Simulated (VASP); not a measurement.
# Si15C (a cell with a defect) in VASP: relaxation of the atoms with PBE

Aim: the relaxation of the atoms of Si15C (a cell with a defect) with PBE.

All numbers are computed with VASP 6.6.1; they aren't measurements. Logs are shortened: lines on timing, memory, paths and dates and some standing lists are left out, and cuts for length are marked.

## Step 1: The structure

The cell holds a defect, 16 atoms: a = 7.734 Å, b = 7.734 Å, c = 7.734 Å, α = 60.00°, β = 60.00°, γ = 60.00°.

## Step 2: Relaxation of the atoms, PBE

INCAR reads:

```
PREC = Normal ; ENCUT = 450
EDIFF = 1E-6 ; ISMEAR = 0
SIGMA = 0.01 ; LREAL = Auto
LASPH = T ; NELM = 80
ALGO = Normal ; ISIF = 2
LWAVE = F ; LCHARG = F
GGA = PE ; IBRION = 2
NSW = 70 ; EDIFFG = -0.025
ICORELEVEL = 1
```

KPOINTS reads:

```
regular mesh
0
Gamma
  2 2 2
```

POSCAR reads:

```
Si15C
1.0
   -5.4685940000      5.4685940000      0.0000000000
   -5.4685940000      0.0000000000      5.4685940000
    0.0000000000      5.4685940000      5.4685940000
C Si
1 15
Direct
    0.6250000000      0.6250000000      0.1250000000
    0.1250000000      0.6250000000      0.1250000000
    0.6250000000      0.1250000000      0.1250000000
    0.6250000000      0.6250000000      0.6250000000
    0.1250000000      0.1250000000      0.1250000000
    0.1250000000      0.6250000000      0.6250000000
    0.6250000000      0.1250000000      0.6250000000
    0.1250000000      0.1250000000      0.6250000000
    0.7500000000      0.7500000000      0.7500000000
    0.2500000000      0.7500000000      0.7500000000
    0.7500000000      0.2500000000      0.7500000000
    0.7500000000      0.7500000000      0.2500000000
    0.2500000000      0.2500000000      0.7500000000
    0.2500000000      0.7500000000      0.2500000000
    0.7500000000      0.2500000000      0.2500000000
    0.2500000000      0.2500000000      0.2500000000
```

Potentials or basis: VASP PAW PBE potentials, release 64 (C, Si).

Command:

```bash
$ cat potpaw_PBE.64/C/POTCAR potpaw_PBE.64/Si/POTCAR > POTCAR
$ mpirun -np 1 vasp_std > vasp.out
```

OUTCAR:

```text
PREC = Normal
   ENCUT = 450
   EDIFF = 1E-6
   ISMEAR = 0
   LREAL = Auto
   LASPH = T
   NELM = 80
   ISIF = 2
   GGA = PE
   IBRION = 2
   NSW = 70
   EDIFFG = -0.025

 ion  position               nearest neighbor table
   1  0.625  0.625  0.125-   9 2.37  12 2.37  14 2.37  15 2.37
   2  0.125  0.625  0.125-  10 2.37  12 2.37  14 2.37  16 2.37
   3  0.625  0.125  0.125-  11 2.37  12 2.37  15 2.37  16 2.37
   4  0.625  0.625  0.625-   9 2.37  10 2.37  11 2.37  12 2.37
   5  0.125  0.125  0.125-  13 2.37  14 2.37  15 2.37  16 2.37
   6  0.125  0.625  0.625-   9 2.37  10 2.37  13 2.37  14 2.37
[... 8 lines left out ...]
  15  0.750  0.250  0.250-   1 2.37   3 2.37   5 2.37   7 2.37
  16  0.250  0.250  0.250-   2 2.37   3 2.37   5 2.37   8 2.37

  LATTYP: Found a face centered cubic cell.
 ALAT       =    10.9371880000

  Lattice vectors:

 A1 = (  -5.4685940000,   5.4685940000,   0.0000000000)
 A2 = (  -5.4685940000,   0.0000000000,   5.4685940000)
 A3 = (   0.0000000000,   5.4685940000,   5.4685940000)

Analysis of symmetry for initial positions (statically):
=====================================================================
 Subroutine PRICEL returns:
 Original cell was already a primitive cell.

 Routine SETGRP: Setting up the symmetry group for a
 face centered cubic supercell.

 Subroutine GETGRP returns: Found 24 space group operations
 (whereof  6 operations were pure point group operations)
 out of a pool of 48 trial point group operations.

The static configuration has the point symmetry C_3v.
 The point group associated with its full space group is T_d .

Analysis of symmetry for dynamics (positions and initial velocities):
=====================================================================
 Subroutine PRICEL returns:
 Original cell was already a primitive cell.

 Routine SETGRP: Setting up the symmetry group for a
 face centered cubic supercell.

 Subroutine GETGRP returns: Found 24 space group operations
 (whereof  6 operations were pure point group operations)
 out of a pool of 48 trial point group operations.

The dynamic configuration has the point symmetry C_3v.
 The point group associated with its full space group is T_d .

 Subroutine INISYM returns: Found 24 space group operations
 (whereof  6 operations are pure point group operations),
 and found     1 'primitive' translations

----------------------------------------------------------------------------------------

                                     Primitive cell

  volume of cell :     327.0823

  direct lattice vectors                    reciprocal lattice vectors
    -5.468594000  5.468594000  0.000000000    -0.091431180  0.091431180 -0.091431180
    -5.468594000  0.000000000  5.468594000    -0.091431180 -0.091431180  0.091431180
     0.000000000  5.468594000  5.468594000     0.091431180  0.091431180  0.091431180

  length of vectors
     7.733759802  7.733759802  7.733759802     0.158363448  0.158363448  0.158363448

  position of ions in fractional coordinates (direct lattice)
     0.625000000  0.625000000  0.125000000
     0.125000000  0.625000000  0.125000000
     0.625000000  0.125000000  0.125000000
     0.625000000  0.625000000  0.625000000
     0.125000000  0.125000000  0.125000000
     0.125000000  0.625000000  0.625000000
[... 8 lines left out ...]
     0.750000000  0.250000000  0.250000000
     0.250000000  0.250000000  0.250000000

  ion indices of the primitive-cell ions
   primitive index   ion index
                 1           1
                 2           2
                 3           3
                 4           4
                 5           5
                 6           6
[... 8 lines left out ...]
                15          15
                16          16

----------------------------------------------------------------------------------------

 KPOINTS: regular mesh

Automatic generation of k-mesh.
 Grid dimensions read from file:
 generate k-points for:    2    2    2

 Generating k-lattice:

  Cartesian coordinates                     Fractional coordinates (reciprocal lattice)
    -0.045715590  0.045715590 -0.045715590     0.500000000  0.000000000  0.000000000
    -0.045715590 -0.045715590  0.045715590     0.000000000  0.500000000  0.000000000
     0.045715590  0.045715590  0.045715590     0.000000000  0.000000000  0.500000000

  Length of vectors
     0.079181724  0.079181724  0.079181724

  Shift w.r.t. Gamma in fractional coordinates (k-lattice)
     0.000000000  0.000000000  0.000000000

 Subroutine IBZKPT returns following result:
 ===========================================

 Found      3 irreducible k-points:

 Following reciprocal coordinates:
            Coordinates               Weight
  0.000000  0.000000  0.000000      1.000000
  0.500000  0.000000  0.000000      4.000000
  0.500000  0.500000  0.000000      3.000000
   k-points           NKPTS =      3   k-points in BZ     NKDIM =      3   number of bands    NBANDS=     41
   number of dos      NEDOS =    301   number of ions     NIONS =     16
   total plane-waves  NPLWV =  64000
   dimension x,y,z NGX =    40 NGY =   40 NGZ =   40
   dimension x,y,z NGXF=    80 NGYF=   80 NGZF=   80
   ions per type =               1  15
   NGX,Y,Z   is equivalent  to a cutoff of   8.60,  8.60,  8.60 a.u.
   NGXF,Y,Z  is equivalent  to a cutoff of  17.20, 17.20, 17.20 a.u.
 SYSTEM =  unknown system
   PREC   = normal    normal or accurate (medium, high low for compatibility)
   ISTART =      0    job   : 0-new  1-cont  2-samecut
   ICHARG =      2    charge: 1-file 2-atom 10-const
   ISPIN  =      1    spin polarized calculation?
   LNONCOLLINEAR =      F non collinear calculations
   LSORBIT =      F    spin-orbit coupling
   LASPH  =      T    aspherical Exc in radial PAW
   ENCUT  =  450.0 eV  33.07 Ry    5.75 a.u.  13.38 13.38 13.38*2*pi/ulx,y,z
   NELM   =     80;   NELMIN=  2; NELMDL= -5     # of ELM steps
   EDIFF  = 0.1E-05   stopping-criterion for ELM
   LREAL  =      T    real-space projection
   EDIFFG = -.3E-01   stopping-criterion for IOM
   NSW    =     70    number of steps for IOM
   IBRION =      2    ionic relax: 0-MD 1-quasi-New 2-CG
   NFREE  =      1    steps in history (QN), initial steepest desc. (CG)
   ISIF   =      2    stress and relaxation
   ISYM   =      2    0-nonsym 1-usesym 2-fastsym
   POTIM  = 0.5000    time-step for ionic-motion
   TEBEG  =    0.0;   TEEND  =   0.0 temperature during run
   PSTRESS=    0.0 pullay stress
   NELECT =      64.0000    total number of electrons
   NUPDOWN=      -1.0000    fix difference up-down
   EMIN   =  10.00;   EMAX   =-10.00  energy-range for DOS
   EFERMI =   0.00;   METHOD = LEGACY
   ISMEAR =     0;   SIGMA  =   0.01  broadening in eV -4-tet -1-fermi 0-gaus
   EFERMI_NEDOS =   21; number of points for ismear=-14 and -15
   IALGO  =     38    algorithm
   IMIX   =      4    mixing-type and parameters
     AMIX     =   0.40;   BMIX     =  1.00
     AMIX_MAG =   1.60;   BMIX_MAG =  1.00
  volume/ion in A,a.u.               =      20.44       137.95
  Fermi-wavevector in a.u.,A,eV,Ry     =   0.950421  1.796034 12.290132  0.903299
  Thomas-Fermi vector in A             =   2.078796
   LORBIT       =      0    0 simple, 1 ext, 2 COOP (PROOUT), +10 PAW based schemes
   GGA     = PE    functional components
   LHFCALC =     F    Hartree Fock is set to
   AEXX    =    0.0000 exact exchange contribution
   IVDW    =     0    specifies the selected vdW correction
   LEPSILON=     F    determine dielectric tensor
   LRPA    =     F    only Hartree local field effects (RPA)
 conjugate gradient relaxation of ions
 non-spin polarized calculation
 Gauss-broadening in eV      SIGMA  =   0.01
  energy-cutoff  :      450.00
  volume of cell :      327.08
 maximum number of plane-waves:      7120
   NGX = 27   NGY = 27   NGZ = 27

--------------------------------------- Ionic step        1  -------------------------------------------

 number of electron      64.0000003 magnetization

 Free energy of the ion-electron system (eV)
  ---------------------------------------------------
  ext. energy  EPLUGINS =         0.00000000
  ---------------------------------------------------
  free energy    TOTEN  =       -85.76154177 eV

  energy without entropy =      -85.75961349  energy(sigma->0) =      -85.76057763

------------------------ aborting loop because EDIFF is reached ----------------------------------------

  FORCE on cell =-STRESS in cart. coord.  units (eV):
  Direction    XX          YY          ZZ          XY          YZ          ZX
  --------------------------------------------------------------------------------------
  -------------------------------------------------------------------------------------
  Total       -8.0653090     -8.0653090     -8.0653090      0.0000000     -0.0000000      0.0000000
  in kB      -39.5070453    -39.5070453    -39.5070453      0.0000000     -0.0000000      0.0000000
  external PRESSURE =     -39.5070453 kB  Pullay stress =       0.0000000 kB
[... 335 lines left out ...]
  energy  without entropy=      -86.8191374720  energy(sigma->0) =      -86.82010161

--------------------------------------- Ionic step        8  -------------------------------------------

 number of electron      64.0000002 magnetization

 Free energy of the ion-electron system (eV)
  ---------------------------------------------------
  ext. energy  EPLUGINS =         0.00000000
  ---------------------------------------------------
  free energy    TOTEN  =       -86.82118806 eV

  energy without entropy =      -86.81925978  energy(sigma->0) =      -86.82022392

 the core state eigenenergies are
   1-  1s   -261.3087
   2-  1s  -1774.5111  2s   -128.4417  2p    -84.4699
   3-  1s  -1774.5111  2s   -128.4417  2p    -84.4699
   4-  1s  -1774.5111  2s   -128.4417  2p    -84.4699
   5-  1s  -1774.5111  2s   -128.4417  2p    -84.4699
   6-  1s  -1774.5111  2s   -128.4417  2p    -84.4699
   7-  1s  -1774.5111  2s   -128.4417  2p    -84.4699
   8-  1s  -1774.3863  2s   -128.3564  2p    -84.3818
   9-  1s  -1775.4151  2s   -129.1174  2p    -85.1613
  10-  1s  -1774.2819  2s   -128.2778  2p    -84.3015
  11-  1s  -1774.2819  2s   -128.2778  2p    -84.3015
  12-  1s  -1775.4151  2s   -129.1174  2p    -85.1613
  13-  1s  -1774.2819  2s   -128.2778  2p    -84.3015
  14-  1s  -1775.4151  2s   -129.1174  2p    -85.1613
  15-  1s  -1775.4151  2s   -129.1174  2p    -85.1613
  16-  1s  -1774.2819  2s   -128.2778  2p    -84.3015

 E-fermi :   5.3879     XC(G=0):  -9.2320

 val. band max:        5.3848228172   @ k =   0.0000   0.0000   0.0000
 cond. band min:       5.9051350704   @ k =   0.5000   0.0000   0.0000
 fundamental gap:      0.5203122532
 Fermi energy:         5.3878671595

 k-point     1 :       0.0000    0.0000    0.0000
  band No.  band energies     occupation
      1      -6.8882      2.00000
      2      -5.4213      2.00000
      3      -4.0326      2.00000
      4      -4.0326      2.00000
      5      -4.0326      2.00000
      6      -2.8829      2.00000
[... 33 lines left out ...]
     40       6.8854      0.00000
     41       6.8854      0.00000

 k-point     2 :       0.5000    0.0000    0.0000
  band No.  band energies     occupation
      1      -6.6281      2.00000
      2      -5.5446      2.00000
      3      -4.7355      2.00000
      4      -3.7237      2.00000
      5      -3.7237      2.00000
      6      -3.6118      2.00000
[... 33 lines left out ...]
     40       7.4799      0.00000
     41       8.5700      0.00000

 k-point     3 :       0.5000    0.5000    0.0000
  band No.  band energies     occupation
      1      -6.5598      2.00000
      2      -5.2385      2.00000
      3      -4.9102      2.00000
      4      -4.3348      2.00000
      5      -4.3348      2.00000
      6      -4.2131      2.00000
[... 76 lines left out ...]
  FREE ENERGIE OF THE ION-ELECTRON SYSTEM (eV)
  ---------------------------------------------------
  free  energy   TOTEN  =       -86.8211880620 eV

  energy  without entropy=      -86.8192597830  energy(sigma->0) =      -86.82022392

 reached required accuracy - stopping structural energy minimisation
```

Run time: 2.8 min. Hardware: 1 thread of Intel Xeon Platinum 8488C (Sapphire Rapids), shared host; peak memory 0.25 GiB.

Results:

```yaml
Free_energy: -86.8212 eV
Energy_gained_by_relaxing: 66.2 meV/atom
Ionic_steps: 8
Largest_force_after_relaxing: 0.005 eV/Å
Band_gap_on_the_k_mesh: none (metal or under the smearing width)
```

Forces on the atoms (eV/Å):
```
C    0.000  0.000  0.000
Si   0.000  0.000 -0.001
Si   0.000 -0.001  0.000
Si   0.001  0.000  0.000
Si  -0.001  0.000  0.000
Si   0.000  0.001  0.000
Si   0.000  0.000  0.001
Si   0.000  0.000  0.000
Si   0.003  0.003  0.003
Si  -0.001 -0.001  0.001
Si  -0.001  0.001 -0.001
Si   0.003 -0.003 -0.003
Si   0.001 -0.001 -0.001
Si  -0.003  0.003 -0.003
Si  -0.003 -0.003  0.003
Si   0.001  0.001  0.001
```

Step by step:
```tsv
step	energy change (eV)	largest force (eV/Å)	pressure (GPa)
1	0.0000	2.0662	-3.95
2	-0.6829	1.3033	-4.76
3	-1.0514	0.1762	-5.40
4	-1.0572	0.1318	-5.46
5	-1.0572	0.1317	-5.44
6	-1.0595	0.0285	-5.42
7	-1.0595	0.0286	-5.42
8	-1.0596	0.0051	-5.43
```

Final structure:
```
CELL_PARAMETERS angstrom
-5.46859 5.46859 0.00000
-5.46859 0.00000 5.46859
0.00000 5.46859 5.46859
ATOMIC_POSITIONS crystal
C 0.62500 0.62500 0.12500
Si 0.12481 0.62519 0.12519
Si 0.62519 0.12481 0.12519
Si 0.62519 0.62519 0.62481
Si 0.12481 0.12481 0.12519
Si 0.12481 0.62519 0.62481
Si 0.62519 0.12481 0.62481
Si 0.12500 0.12500 0.62500
Si 0.73761 0.73761 0.78716
Si 0.25078 0.74767 0.75078
Si 0.74767 0.25078 0.75078
Si 0.73761 0.73761 0.23761
Si 0.25078 0.25078 0.75078
Si 0.28716 0.73761 0.23761
Si 0.73761 0.28716 0.23761
Si 0.25078 0.25078 0.24767
```

Core levels (eV, on the scale of the bands):
```tsv
atom	levels
1 C	1s -261.3
2 Si	1s -1774.5, 2s -128.4, 2p -84.5
3 Si	1s -1774.5, 2s -128.4, 2p -84.5
4 Si	1s -1774.5, 2s -128.4, 2p -84.5
5 Si	1s -1774.5, 2s -128.4, 2p -84.5
6 Si	1s -1774.5, 2s -128.4, 2p -84.5
```

Caveat: the k mesh is coarse (spacing up to 0.50 Å⁻¹), so the values aren't converged; the cutoff is under 1.25 times the usual one of these potentials, so pressure, stress and relaxed cells hold a basis-set (Pulay) error.
